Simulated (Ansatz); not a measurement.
# C4H6 (SMILES C=C1CC1): the vertical ionisation energy from total energies

The species is C4H6 (10 atoms), meant as a singlet with charge 0. As SMILES, `C=C1CC1`. Geometry: relaxed at PBE0-D4/def2-TZVP.

Both states at this one shape; open shells run unrestricted unless said. 1 Eh = 27.2114 eV.

```tsv
level	program	singlet C4H6 (Eh)	doublet [C4H6]+ (Eh)
revPBE/def2-SVP	Ansatz	-155.807564	-155.453773
BCCD(T)/def2-SVP, 4 core orbitals frozen	Ansatz	-155.381199	-155.022383
```

**Question.** Work out the vertical ionisation energy at each level.

**Answer.** 
1. revPBE/def2-SVP: -155.453773 − (-155.807564) = 0.353791 Eh = 9.63 eV.
2. BCCD(T)/def2-SVP: -155.022383 − (-155.381199) = 0.358816 Eh = 9.76 eV.

No measured value is set beside it here; the levels span 9.63 to 9.76 eV.
